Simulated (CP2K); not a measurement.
Runs of CP2K 2026.2 on Tl. Symmetry: P6_3/mmc, No. 194, hexagonal system. The conventional cell has a = 3.456 Å, b = 3.456 Å, c = 5.525 Å, α = 90.00°, β = 90.00°, γ = 120.00°. Tl (site symmetry -6m2) has 12 Tl at 3.41 to 3.46 Å as nearest neighbours. 

| task | level | potentials or basis | cell | k mesh | smearing | EPS_DEFAULT | k points reduced by the point group | NGRIDS | basis sets | potentials | gap on the mesh (eV) | pressure (GPa) |
| --- | --- | --- | --- | --- | --- | --- | --- | --- | --- | --- | --- | --- |
| single point | PBEsol | POTENTIAL_UZH Tl GTH-PBE-q13; TZVP-MOLOPT-PBE-GTH basis | as given | 9 × 9 × 5 | fermi-dirac 0.05 eV | 1.0E-10 | yes | 5 | Tl TZVP-MOLOPT-PBE-GTH-q13 | Tl GTH-PBE-q13 of POTENTIAL_UZH | none | 0.5 |
| band structure | PBEsol | POTENTIAL_UZH Tl GTH-PBE-q13; TZVP-MOLOPT-PBE-GTH basis | as given | 9 × 9 × 5 | fermi-dirac 0.01 eV | 1.0E-9 | yes | 5 | Tl TZVP-MOLOPT-PBE-GTH-q13 | Tl GTH-PBE-q13 of POTENTIAL_UZH | none | 0.5 |
| relaxation of cell and atoms | LDA | GTH_POTENTIALS Tl GTH-PADE-q13; TZVP-MOLOPT-PBE-GTH basis | relaxed | 7 × 7 × 4 | fermi-dirac 0.05 eV | 1.0E-9 | - | 4 | Tl TZVP-MOLOPT-PBE-GTH-q13 | Tl GTH-PADE-q13 of GTH_POTENTIALS | none | 0.0 |
| band structure | revPBE | POTENTIAL_UZH Tl GTH-PBE-q13; TZVP-MOLOPT-PBE-GTH basis | as given | 9 × 9 × 5 | methfessel-paxton 0.2 eV | 1.0E-10 | yes | 4 | Tl TZVP-MOLOPT-PBE-GTH-q13 | Tl GTH-PBE-q13 of POTENTIAL_UZH | none | 4.8 |
| single point | PBEsol | POTENTIAL_UZH Tl GTH-PBE-q13; TZVP-MOLOPT-PBE-GTH basis | as given | 9 × 9 × 5 | gaussian 0.02 eV | 1.0E-10 | yes | 4 | Tl TZVP-MOLOPT-PBE-GTH-q13 | Tl GTH-PBE-q13 of POTENTIAL_UZH | none | 0.5 |
| band structure | r2SCAN | POTENTIAL_UZH Tl GTH-SCAN-q13; TZVP-MOLOPT-SCAN-GTH basis | as given | 9 × 9 × 5 | fermi-dirac 0.01 eV | 1.0E-9 | yes | 4 | Tl TZVP-MOLOPT-SCAN-GTH-q13 | Tl GTH-SCAN-q13 of POTENTIAL_UZH | none | (a) |
| single point | LDA | GTH_POTENTIALS Tl GTH-PADE-q13; TZVP-MOLOPT-PBE-GTH basis | as given | 9 × 9 × 5 | gaussian 0.1 eV | 1.0E-10 | yes | 4 | Tl TZVP-MOLOPT-PBE-GTH-q13 | Tl GTH-PADE-q13 of GTH_POTENTIALS | none | -1.4 |
| single point | PBE | POTENTIAL_UZH Tl GTH-PBE-q13; TZVP-MOLOPT-PBE-GTH basis | as given | 9 × 9 × 5 | fermi-dirac 0.05 eV | 1.0E-10 | yes | 4 | Tl TZVP-MOLOPT-PBE-GTH-q13 | Tl GTH-PBE-q13 of POTENTIAL_UZH | none | 3.6 |

Alike in all rows: no spin polarisation.

Problem. Estimate the missing entries.

Solution. (a) 1.8.

Caveats: the basis of atomic orbitals isn't converged, which shifts pressures, moduli and gaps; the potentials were made for another functional, which shifts forces and pressure (some runs).

A k mesh can miss the band edges, and the runs leave out spin-orbit coupling on Tl.

A gap of «none» marks a metal or a gap under the smearing width.

Not every run made on this cell is shown here.
